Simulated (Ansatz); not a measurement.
Be:

```
CELL_PARAMETERS angstrom
2.02081 0.00000 0.00000
0.00000 2.02081 0.00000
0.00000 0.00000 2.66164
ATOMIC_POSITIONS crystal
Be 0.00000 0.00000 0.50000
```

The cell was built by a generator and needn't be a form met in nature.

| Quantity | Value |
| --- | --- |
| Program | Ansatz 0.2.0 |
| Task | relaxation of cell and atoms |
| Functional | BLYP |
| Potentials or basis | Ansatz PAW |
| Cutoff | 420 eV (not typed: the program's choice for these potentials) |
| k mesh | 13 × 13 × 10 |
| Occupations | fermi-dirac, width 0.05 eV |
| Spin | no spin polarisation |

At the start: volume 10.87 Å³/atom.

How do energy, volume and symmetry change on relaxing?

It ends after 9 steps and the volume is 12.11 Å³/atom (+11.4 %); space group P4/mmm (No. 123, to 0.05 Å).

The path:
```csv
step,energy change (eV),largest force (eV/Å),volume (Å³)
1,0.0000,0.0000,10.87
2,-0.0174,0.0000,11.33
3,-0.0256,0.0000,11.78
4,-0.0265,0.0000,12.11
5,-0.0266,0.0000,12.08
6,-0.0266,0.0000,12.09
7,-0.0270,0.0000,12.09
8,-0.0270,0.0000,12.11
9,-0.0271,0.0000,12.11
```

Final structure:
```
CELL_PARAMETERS angstrom
2.01359 0.00000 0.00000
0.00000 2.01359 0.00000
0.00000 0.00000 2.98726
ATOMIC_POSITIONS crystal
Be 0.00000 0.00000 0.50000
```

Caveat: the plane-wave basis is chosen anew once the cell has moved, so the energies of steps on either side of that aren't comparable; the PAW data sets come from PBE, with cores solved anew for the run's functional, which leaves a small shift of forces and pressure.
